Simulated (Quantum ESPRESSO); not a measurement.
# Si (P6_3/mmc) in Quantum ESPRESSO: further runs

One crystal, Si, is run at these levels: LDA, AM05, BLYP; tasks: phonons.

Program: Quantum ESPRESSO 7.5. These are calculated values, not measurements. Logs are shortened: lines on timing, memory, paths and dates and some standing lists are left out, and cuts for length are marked.

## (1) The structure

The structure is hexagonal, space group P6_3/mmc (No. 194). The conventional cell has a = 3.831 Å, b = 3.831 Å, c = 6.333 Å, α = 90.00°, β = 90.00°, γ = 120.00°. Si (site symmetry 3m) has 4 Si at 2.35 to 2.37 Å as nearest neighbours.

This isn't the form of Si at room conditions, which is diamond.

## (2) Phonons, LDA

File pw.in:

```
&CONTROL
  calculation = 'scf'
  prefix = 'pwscf'
  outdir = './tmp'
  pseudo_dir = './pseudo'
  tprnfor = .true.
  tstress = .true.
  disk_io = 'low'
/
&SYSTEM
  ibrav = 0
  celldm(1) = 8
  nat = 4
  ntyp = 1
  ecutwfc = 32
  nbnd = 14
  occupations = 'smearing'
  smearing = 'fd'
  degauss = 0.00367493
/
&ELECTRONS
  conv_thr = 8d-10
  electron_maxstep = 120
  mixing_beta = 0.5
/
ATOMIC_SPECIES
Si    28.0850 Si.upf
CELL_PARAMETERS alat
  0.9050175871052   0.0000000000000   0.0000000000000
 -0.4525087935644   0.7837682213152   0.0000000000000
  0.0000000000000   0.0000000000000   1.4958651538947
ATOMIC_POSITIONS crystal
Si     0.6666666667    0.3333333333    0.9369905000
Si     0.3333333333    0.6666666667    0.4369905000
Si     0.6666666667    0.3333333333    0.5630095000
Si     0.3333333333    0.6666666667    0.0630095000
K_POINTS automatic
8 8 4 0 0 1
```

File relax.in:

```
&CONTROL
  calculation = 'vc-relax'
  prefix = 'pwscf'
  outdir = './tmp'
  pseudo_dir = './pseudo'
  tprnfor = .true.
  tstress = .true.
  disk_io = 'low'
  nstep = 40
  forc_conv_thr = 0.0001
  etot_conv_thr = 1d-06
/
&SYSTEM
  ibrav = 0
  celldm(1) = 8
  nat = 4
  ntyp = 1
  ecutwfc = 32
  nbnd = 14
  occupations = 'smearing'
  smearing = 'fd'
  degauss = 0.00367493
/
&ELECTRONS
  conv_thr = 8d-10
  electron_maxstep = 120
  mixing_beta = 0.5
/
&IONS
  ion_dynamics = 'bfgs'
/
&CELL
  cell_dynamics = 'bfgs'
  press = 0
  press_conv_thr = 0.2
/
ATOMIC_SPECIES
Si    28.0850 Si.upf
CELL_PARAMETERS alat
  0.9050175871112   0.0000000000068   0.0000000000000
 -0.4525087935615   0.7837682213066   0.0000000000000
  0.0000000000000   0.0000000000000   1.4958651538947
ATOMIC_POSITIONS crystal
Si     0.6666666666    0.3333333332    0.9369905000
Si     0.3333333332    0.6666666666    0.4369905000
Si     0.6666666666    0.3333333332    0.5630095000
Si     0.3333333332    0.6666666666    0.0630095000
K_POINTS automatic
8 8 4 0 0 1
```

File gamma.in:

```
&CONTROL
  calculation = 'bands'
  prefix = 'pwscf'
  outdir = './tmp'
  pseudo_dir = './pseudo'
  disk_io = 'low'
  verbosity = 'high'
/
&SYSTEM
  ibrav = 0
  celldm(1) = 8
  nat = 4
  ntyp = 1
  ecutwfc = 32
  nbnd = 14
  occupations = 'smearing'
  smearing = 'fd'
  degauss = 0.00367493
/
&ELECTRONS
  conv_thr = 1d-08
  electron_maxstep = 120
  mixing_beta = 0.5
  diago_full_acc = .true.
  startingwfc = 'random'
/
ATOMIC_SPECIES
Si    28.0850 Si.upf
CELL_PARAMETERS alat
  0.8968830389098   0.0000000000068   0.0000000000000
 -0.4484415194608   0.7767234959158   0.0000000000000
  0.0000000000000   0.0000000000000   1.4831846510325
ATOMIC_POSITIONS crystal
Si     0.6666666665    0.3333333331    0.9369985868
Si     0.3333333331    0.6666666665    0.4369985868
Si     0.6666666665    0.3333333331    0.5630014132
Si     0.3333333331    0.6666666665    0.0630014132
K_POINTS crystal
1
0.0 0.0 0.0 1
```

File scf2.in:

```
&CONTROL
  calculation = 'scf'
  prefix = 'pwscf'
  outdir = './tmp'
  pseudo_dir = './pseudo'
  tprnfor = .true.
  tstress = .true.
  disk_io = 'low'
/
&SYSTEM
  ibrav = 0
  celldm(1) = 8
  nat = 4
  ntyp = 1
  ecutwfc = 32
  nbnd = 14
  occupations = 'fixed'
/
&ELECTRONS
  conv_thr = 1d-13
  electron_maxstep = 120
  mixing_beta = 0.5
  startingpot = 'file'
/
ATOMIC_SPECIES
Si    28.0850 Si.upf
CELL_PARAMETERS alat
  0.8968830389098   0.0000000000068   0.0000000000000
 -0.4484415194608   0.7767234959158   0.0000000000000
  0.0000000000000   0.0000000000000   1.4831846510325
ATOMIC_POSITIONS crystal
Si     0.6666666665    0.3333333331    0.9369985868
Si     0.3333333331    0.6666666665    0.4369985868
Si     0.6666666665    0.3333333331    0.5630014132
Si     0.3333333331    0.6666666665    0.0630014132
K_POINTS automatic
8 8 4 0 0 1
```

File ph.in:

```
phonons of Si
&INPUTPH
  prefix = 'pwscf'
  outdir = './tmp'
  tr2_ph = 1d-18
  fildyn = 'dyn'
  niter_ph = 90
  alpha_mix(1) = 0.7
/
0.3716575282 0.6437297218 0.0000000000
```

Potentials or basis: PseudoDojo 0.4.1 SR LDA standard.

On the command line:

```console
> OMP_NUM_THREADS=1 mpirun -n 4 pw.x -nk 4 -in pw.in > pw.out
> OMP_NUM_THREADS=1 mpirun -n 4 pw.x -nk 4 -in relax.in > relax.out
> OMP_NUM_THREADS=1 mpirun -n 4 pw.x -in gamma.in > gamma.out
> OMP_NUM_THREADS=1 mpirun -n 4 pw.x -nk 4 -in scf2.in > scf2.out
> OMP_NUM_THREADS=1 mpirun -n 4 ph.x -nk 4 -in ph.in > ph.out
```

pw.out:

```text
This program is part of the open-source Quantum ESPRESSO suite
     for quantum simulation of materials; please cite
[... 6 lines left out ...]
     using ibrav=0 with symmetry is DISCOURAGED, use correct ibrav instead

     K-points division:     npool     =       4
     Subspace diagonalization in iterative solution of the eigenvalue problem:
     a serial algorithm will be used

     G-vector sticks info
     --------------------
     sticks:   dense  smooth     PW     G-vecs:    dense   smooth      PW
     Sum         463     463    139                13285    13285    2237

     Using Slab Decomposition

     bravais-lattice index     =            0
     lattice parameter (alat)  =       8.0000  a.u.
     unit-cell volume          =     543.2592 (a.u.)^3
     number of atoms/cell      =            4
     number of atomic types    =            1
     number of electrons       =        16.00
     number of Kohn-Sham states=           14
     kinetic-energy cutoff     =      32.0000  Ry
     charge density cutoff     =     128.0000  Ry
     scf convergence threshold =      8.0E-10
     mixing beta               =       0.5000
     number of iterations used =            8  plain     mixing
     Exchange-correlation= SLA  PW   NOGX NOGC
                           (   1   4   0   0   0   0   0)

     celldm(1)=   8.000000  celldm(2)=   0.000000  celldm(3)=   0.000000
     celldm(4)=   0.000000  celldm(5)=   0.000000  celldm(6)=   0.000000

     crystal axes: (cart. coord. in units of alat)
               a(1) = (   0.905018   0.000000   0.000000 )
               a(2) = (  -0.452509   0.783768   0.000000 )
               a(3) = (   0.000000   0.000000   1.495865 )

     reciprocal axes: (cart. coord. in units 2 pi/alat)
               b(1) = (  1.104951  0.637944 -0.000000 )
               b(2) = (  0.000000  1.275887  0.000000 )
               b(3) = (  0.000000 -0.000000  0.668509 )

     PseudoPot. # 1 for Si read from file:
     Si.upf
     Pseudo is Norm-conserving + core correction, Zval =  4.0
     Generated using ONCVPSP code by D. R. Hamann
     Using radial grid of 1510 points,  6 beta functions with:
                l(1) =   0
                l(2) =   0
                l(3) =   1
                l(4) =   1
                l(5) =   2
                l(6) =   2

     atomic species   valence    mass     pseudopotential
     Si                4.00    28.08500     Si( 1.00)

     24 Sym. Ops., with inversion, found (12 have fractional translation)

   Cartesian axes

     site n.     atom                  positions (alat units)
         1        Si     tau(   1) = (   0.4525088   0.2612561   1.4016114  )
         2        Si     tau(   2) = (  -0.0000000   0.5225121   0.6536789  )
         3        Si     tau(   3) = (   0.4525088   0.2612561   0.8421863  )
         4        Si     tau(   4) = (  -0.0000000   0.5225121   0.0942537  )

     number of k points=    20  Fermi-Dirac smearing, width (Ry)=  0.0037
                       cart. coord. in units 2pi/alat
        k(    1) = (   0.0000000   0.0000000   0.0835637), wk =   0.0156250
        k(    2) = (   0.0000000   0.0000000   0.2506910), wk =   0.0156250
        k(    3) = (   0.0000000   0.1594859   0.0835637), wk =   0.0937500
        k(    4) = (   0.0000000   0.1594859   0.2506910), wk =   0.0937500
        k(    5) = (   0.0000000   0.3189719   0.0835637), wk =   0.0937500
        k(    6) = (   0.0000000   0.3189719   0.2506910), wk =   0.0937500
[... 12 lines left out ...]
        k(   19) = (   0.2762377   0.6379437   0.0835637), wk =   0.0937500
        k(   20) = (   0.2762377   0.6379437   0.2506910), wk =   0.0937500

     Dense  grid:    13285 G-vectors     FFT dimensions: (  27,  27,  48)

     Initial potential from superposition of free atoms

     starting charge      15.9978, renormalised to      16.0000
     Starting wfcs are   16 randomized atomic wfcs

     Self-consistent Calculation

     iteration #  1     ecut=    32.00 Ry     beta= 0.50
     Davidson diagonalization with overlap
     ethr =  1.00E-02,  avg # of iterations =  4.3

     Threshold (ethr) on eigenvalues was too large:
     Diagonalizing with lowered threshold

     Davidson diagonalization with overlap
     ethr =  6.66E-04,  avg # of iterations =  1.9

     total energy              =     -34.09765766 Ry
     estimated scf accuracy    <       0.11585628 Ry

     iteration #  2     ecut=    32.00 Ry     beta= 0.50
     Davidson diagonalization with overlap
     ethr =  7.24E-04,  avg # of iterations =  1.4
[... 43 lines left out ...]
     total energy              =     -34.09702266 Ry
     estimated scf accuracy    <          1.0E-09 Ry

     iteration #  9     ecut=    32.00 Ry     beta= 0.50
     Davidson diagonalization with overlap
     ethr =  6.39E-12,  avg # of iterations =  2.0

     End of self-consistent calculation

          k = 0.0000 0.0000 0.0836 (  1677 PWs)   bands (ev):

    -5.9069  -3.8676  -0.7107   4.7609   4.7609   5.3433   6.1363   6.1363
     7.2075   8.2960   8.2960   8.8022   9.6855  10.2621

          k = 0.0000 0.0000 0.2507 (  1672 PWs)   bands (ev):

    -5.5085  -4.7544   0.9261   3.1176   5.0635   5.0635   5.6000   5.6000
     7.6086   8.3303   8.8276   8.8276   9.5757   9.5757
[... 23 lines left out ...]
    -4.3750  -2.3589  -1.2327   1.0930   1.5086   3.3811   3.9976   4.8491
     6.7752   8.2053   8.9435   9.5840  10.5678  11.7401

          k = 0.0000 0.4785 0.2507 (  1658 PWs)   bands (ev):

    -3.9925  -3.2678  -0.5505   0.2585   2.7532   3.7055   4.1857   4.2818
     6.8096   7.5421   8.0697   9.3042  10.8645  12.7230

          k = 0.0000-0.6379 0.0836 (  1632 PWs)   bands (ev):

    -3.7262  -2.2530  -1.4504   0.0941   1.7818   3.2267   3.4292   4.7006
     6.6123   8.0296   9.0469   9.5182  10.9542  10.9666

          k = 0.0000-0.6379 0.2507 (  1666 PWs)   bands (ev):

    -3.3699  -2.7441  -1.3174  -0.6696   3.0743   3.5523   4.1210   4.1309
     6.8763   6.9883   8.1096   8.4645  10.8537  12.9090

          k = 0.1381 0.2392 0.0836 (  1678 PWs)   bands (ev):

    -5.3685  -3.3261  -0.5239   2.3664   3.4268   3.6399   5.1314   5.1709
     8.1401   8.3550   9.1662   9.8826  10.3597  10.4607

          k = 0.1381 0.2392 0.2507 (  1667 PWs)   bands (ev):
[... 36 lines left out ...]
    -3.1805  -2.4249  -0.9186  -0.1011   1.2470   2.5415   2.9704   3.1858
     7.3651   9.9073  10.0813  10.6925  11.7567  12.5058

          k = 0.2762 0.6379 0.2507 (  1665 PWs)   bands (ev):

    -2.8738  -2.4750  -1.2263  -0.8091   1.6310   2.2917   3.7130   4.1518
     7.8056   8.3474   8.9619  10.3512  11.1246  11.3145

     the Fermi energy is     6.3613 ev

!    total energy              =     -34.09702266 Ry
     estimated scf accuracy    <          3.0E-11 Ry
     smearing contrib. (-TS)   =      -0.00001517 Ry
     internal energy E=F+TS    =     -34.09700749 Ry

     The total energy is F=E-TS. E is the sum of the following terms:
     one-electron contribution =       9.53483833 Ry
     hartree contribution      =       2.24246299 Ry
     xc contribution           =     -12.38415511 Ry
     ewald contribution        =     -33.49015370 Ry

     convergence has been achieved in   9 iterations

     Forces acting on atoms (cartesian axes, Ry/au):

     atom    1 type  1   force =    -0.00000000    0.00000000    0.00061436
     atom    2 type  1   force =    -0.00000000   -0.00000000    0.00061436
     atom    3 type  1   force =     0.00000000    0.00000000   -0.00061436
     atom    4 type  1   force =    -0.00000000   -0.00000000   -0.00061436

     Total force =     0.001229     Total SCF correction =     0.000000

     Computing stress (Cartesian axis) and pressure

          total   stress  (Ry/bohr**3)                   (kbar)     P=      -24.23
  -0.00016750  -0.00000000  -0.00000000          -24.64       -0.00       -0.00
  -0.00000000  -0.00016750  -0.00000000           -0.00      -24.64       -0.00
   0.00000000   0.00000000  -0.00015908            0.00        0.00      -23.40

=------------------------------------------------------------------------------=
   JOB DONE.
=------------------------------------------------------------------------------=
```

Wall time 66 s (4 MPI ranks of Arm Neoverse V2, shared host); peak memory 0.36 GiB.

What came out:

* Free energy: -463.9296 eV
* Relaxed volume: 19.60 Å³/atom
* Relaxed cell: a = 3.797 Å, b = 3.797 Å, c = 6.279 Å, α = 90.00°, β = 90.00°, γ = 120.00°
* Space group after relaxing (to 0.05 Å): P6_3/mmc (No. 194)
* Pressure after relaxing: 0.0 GPa
* Highest phonon frequency at the q point run: 491 cm⁻¹

Step by step:
| step | energy change (eV) | largest force (eV/Å) | pressure (GPa) | volume (Å³) |
| --- | --- | --- | --- | --- |
| 1 | 0.0000 | 0.0158 | -2.42 | 80.50 |
| 2 | -0.0117 | 0.0003 | -1.33 | 79.51 |
| 3 | -0.0164 | 0.0088 | 0.06 | 78.34 |
| 4 | -0.0164 | 0.0043 | 0.00 | 78.39 |
| 5 | -0.0164 | 0.0020 | -0.01 | 78.39 |

Final structure:
```
Si
1.0
     3.79688    0.00000    0.00000
    -1.89844    3.28819    0.00000
     0.00000    0.00000    6.27894
Si
4
Cartesian
  1.8984 1.0961 5.8834
  0.0000 2.1921 2.7439
  1.8984 1.0961 3.5351
  0.0000 2.1921 0.3956
```

Levels at points of the mesh, in eV from the valence-band top:
```csv
k point,band 4,band 5,band 6,band 7,band 8,band 9,band 10,band 11,band 12,band 13
"(0.00, 0.00, 0.12)",-1.41,-1.41,-0.80,0.00,0.00,1.15,2.15,2.15,2.67,3.86
```

Phonon frequencies in cm⁻¹ (negative: imaginary):
```
              q point                                      frequencies
(0.333, 0.333, 0.000)  188 188 191 208 304 304 381 381 467 468 468 491
```

Phonon modes at q = (0.333, 0.333, 0.000) in reciprocal lattice units:
| mode | symmetry | cm⁻¹ |
| --- | --- | --- |
| 1 | E'' | 188 |
| 2 | E'' | 188 |
| 3 | A'_2 | 191 |
| 4 | A''2 | 208 |
| 5 | E' | 304 |
| 6 | E' | 304 |
| 7 | E'' | 381 |
| 8 | E'' | 381 |
| 9 | A'_1 | 467 |
| 10 | E' | 468 |
| 11 | E' | 468 |
| 12 | A''1 | 491 |

Caveat: the gap on the mesh is small and may close between mesh points, in which case fixed occupations spoil the response.

## (3) Phonons, LDA

pw.in is that of step 2.

relax.in is that of step 2.

gamma.in is that of step 2.

scf2.in is that of step 2.

Changes to ph.in since step 2:

```diff
@@ -9,2 +9,2 @@
 /
-0.3716575282 0.6437297218 0.0000000000
+0.5574862923 0.3218648609 0.3371124422
```

Potentials or basis: PseudoDojo 0.4.1 SR LDA standard.

On the command line:

```console
> OMP_NUM_THREADS=1 mpirun -n 4 pw.x -nk 4 -in pw.in > pw.out
> OMP_NUM_THREADS=1 mpirun -n 4 pw.x -nk 4 -in relax.in > relax.out
> OMP_NUM_THREADS=1 mpirun -n 4 pw.x -in gamma.in > gamma.out
> OMP_NUM_THREADS=1 mpirun -n 4 pw.x -nk 4 -in scf2.in > scf2.out
> OMP_NUM_THREADS=1 mpirun -n 4 ph.x -nk 4 -in ph.in > ph.out
```

pw.out:

```text
This program is part of the open-source Quantum ESPRESSO suite
     for quantum simulation of materials; please cite
[... 6 lines left out ...]
     using ibrav=0 with symmetry is DISCOURAGED, use correct ibrav instead

     K-points division:     npool     =       4
     Subspace diagonalization in iterative solution of the eigenvalue problem:
     a serial algorithm will be used

     G-vector sticks info
     --------------------
     sticks:   dense  smooth     PW     G-vecs:    dense   smooth      PW
     Sum         463     463    139                13285    13285    2237

     Using Slab Decomposition

     bravais-lattice index     =            0
     lattice parameter (alat)  =       8.0000  a.u.
     unit-cell volume          =     543.2592 (a.u.)^3
     number of atoms/cell      =            4
     number of atomic types    =            1
     number of electrons       =        16.00
     number of Kohn-Sham states=           14
     kinetic-energy cutoff     =      32.0000  Ry
     charge density cutoff     =     128.0000  Ry
     scf convergence threshold =      8.0E-10
     mixing beta               =       0.5000
     number of iterations used =            8  plain     mixing
     Exchange-correlation= SLA  PW   NOGX NOGC
                           (   1   4   0   0   0   0   0)

     celldm(1)=   8.000000  celldm(2)=   0.000000  celldm(3)=   0.000000
     celldm(4)=   0.000000  celldm(5)=   0.000000  celldm(6)=   0.000000

[... 72 lines left out ...]
     Diagonalizing with lowered threshold

     Davidson diagonalization with overlap
     ethr =  6.66E-04,  avg # of iterations =  1.9

     total energy              =     -34.09765766 Ry
     estimated scf accuracy    <       0.11585628 Ry
[... 50 lines left out ...]
     iteration #  9     ecut=    32.00 Ry     beta= 0.50
     Davidson diagonalization with overlap
     ethr =  6.39E-12,  avg # of iterations =  2.0

     End of self-consistent calculation

          k = 0.0000 0.0000 0.0836 (  1677 PWs)   bands (ev):

    -5.9069  -3.8676  -0.7107   4.7609   4.7609   5.3433   6.1363   6.1363
     7.2075   8.2960   8.2960   8.8022   9.6855  10.2621
[... 33 lines left out ...]
    -3.9925  -3.2678  -0.5505   0.2585   2.7532   3.7055   4.1857   4.2818
     6.8096   7.5421   8.0697   9.3042  10.8645  12.7230

          k = 0.0000-0.6379 0.0836 (  1632 PWs)   bands (ev):

    -3.7262  -2.2530  -1.4504   0.0941   1.7818   3.2267   3.4292   4.7006
     6.6123   8.0296   9.0469   9.5182  10.9542  10.9666

          k = 0.0000-0.6379 0.2507 (  1666 PWs)   bands (ev):

    -3.3699  -2.7441  -1.3174  -0.6696   3.0743   3.5523   4.1210   4.1309
     6.8763   6.9883   8.1096   8.4645  10.8537  12.9090

          k = 0.1381 0.2392 0.0836 (  1678 PWs)   bands (ev):
[... 46 lines left out ...]
    -2.8738  -2.4750  -1.2263  -0.8091   1.6310   2.2917   3.7130   4.1518
     7.8056   8.3474   8.9619  10.3512  11.1246  11.3145

     the Fermi energy is     6.3613 ev

!    total energy              =     -34.09702266 Ry
     estimated scf accuracy    <          3.0E-11 Ry
     smearing contrib. (-TS)   =      -0.00001517 Ry
     internal energy E=F+TS    =     -34.09700749 Ry

     The total energy is F=E-TS. E is the sum of the following terms:
     one-electron contribution =       9.53483833 Ry
     hartree contribution      =       2.24246299 Ry
     xc contribution           =     -12.38415511 Ry
     ewald contribution        =     -33.49015370 Ry

     convergence has been achieved in   9 iterations

     Forces acting on atoms (cartesian axes, Ry/au):

     atom    1 type  1   force =    -0.00000000    0.00000000    0.00061436
     atom    2 type  1   force =    -0.00000000   -0.00000000    0.00061436
     atom    3 type  1   force =     0.00000000    0.00000000   -0.00061436
     atom    4 type  1   force =    -0.00000000   -0.00000000   -0.00061436

     Total force =     0.001229     Total SCF correction =     0.000000

     Computing stress (Cartesian axis) and pressure

          total   stress  (Ry/bohr**3)                   (kbar)     P=      -24.23
  -0.00016750  -0.00000000  -0.00000000          -24.64       -0.00       -0.00
  -0.00000000  -0.00016750  -0.00000000           -0.00      -24.64       -0.00
   0.00000000   0.00000000  -0.00015908            0.00        0.00      -23.40

=------------------------------------------------------------------------------=
   JOB DONE.
=------------------------------------------------------------------------------=
```

Run time: 93 s. Hardware: 4 MPI ranks of Arm Neoverse V2, shared host; peak memory 0.36 GiB.

Results:

```yaml
Free_energy: -463.9296 eV
Relaxed_volume: 19.60 Å³/atom
Relaxed_cell: a = 3.797 Å, b = 3.797 Å, c = 6.279 Å, α = 90.00°, β = 90.00°, γ = 120.00°
Space_group_after_relaxing_to_0.05_Å: P6_3/mmc (No. 194)
Pressure_after_relaxing: 0.0 GPa
Highest_phonon_frequency_at_the_q_point_run: 474 cm⁻¹
```

The path:
```csv
step,energy change (eV),largest force (eV/Å),pressure (GPa),volume (Å³)
1,0.0000,0.0158,-2.42,80.50
2,-0.0117,0.0003,-1.33,79.51
3,-0.0164,0.0088,0.06,78.34
4,-0.0164,0.0043,0.00,78.39
5,-0.0164,0.0020,-0.01,78.39
```

Final structure:
```cif
data_structure
_symmetry_space_group_name_H-M 'P 1'
_symmetry_Int_Tables_number 1
_cell_length_a 3.7969
_cell_length_b 3.7969
_cell_length_c 6.2789
_cell_angle_alpha 90.000
_cell_angle_beta 90.000
_cell_angle_gamma 120.000
_cell_volume 78.39
loop_
_atom_site_label
_atom_site_type_symbol
_atom_site_fract_x
_atom_site_fract_y
_atom_site_fract_z
_atom_site_occupancy
Si1 Si 0.66667 0.33333 0.93700 1
Si2 Si 0.33333 0.66667 0.43700 1
Si3 Si 0.66667 0.33333 0.56300 1
Si4 Si 0.33333 0.66667 0.06300 1
```

Levels at points of the mesh, in eV from the valence-band top:
```tsv
k point	band 6	band 7	band 8	band 9	band 10	band 11
(0.00, 0.00, 0.12)	-0.80	0.00	0.00	1.15	2.15	2.15
```

Phonon frequencies in cm⁻¹ (negative: imaginary):
```csv
q point,frequencies
"(0.500, 0.000, 0.500)",123 123 139 139 368 368 417 417 470 470 474 474
```

Caveat: the gap on the mesh is small and may close between mesh points, in which case fixed occupations spoil the response.

[end of part 1 of 3]
